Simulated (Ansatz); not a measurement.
Put CaSe in Cmmm (No. 65): Ca on 2a; Se on 2c. Recipe of this trial structure of CaSe: sheets of the NaI type stacked in turn (elements of the layers in order: CaSe (NaI type), CaSe (NaI type)). A sheet's type names the database crystal that the layer was cut from.

Level of theory: Ansatz 0.2.0, DFT PBE+D3(BJ), scalar-relativistic, plane waves, PAW. Cutoff 420 eV, Γ-centred mesh, Gaussian smearing, no spin polarisation.

Formation energies are uncorrected and refer to the elements' standard structures at the same level.

Q: Which cell and coordinates does it relax to?

A:

Space group Cmmm (No. 65). a = 5.070 Å, b = 5.088 Å, c = 3.591 Å, α = 90.00°, β = 90.00°, γ = 90.00°
```json
{"atom": "Ca", "site": "2a", "symmetry": "mmm", "x": "0.0000", "y": "0.0000", "z": "0.0000"}
{"atom": "Se", "site": "2c", "symmetry": "mmm", "x": "0.5000", "y": "0.0000", "z": "0.5000"}
```

Around Ca lie 8 Se at 3.11 Å and 6 Ca at 3.59 Å; Se is surrounded by 8 Ca at 3.11 Å and 6 Se at 3.59 Å. Another local minimum with the same sites may exist.

Q: Where does its energy lie, and is it a metal?

A: The energy over the elements is −1.791 eV/atom and the gap on the 8×8×8 mesh of the 2-atom cell is 0.71 eV. A negative formation energy is needed for stability but isn't enough: competing phases decide.

The last run used Gaussian smearing of 0.02 eV. Kohn–Sham gaps at this level usually fall short of measured ones. Symmetry constrained the relaxation, so the result can be a saddle point.
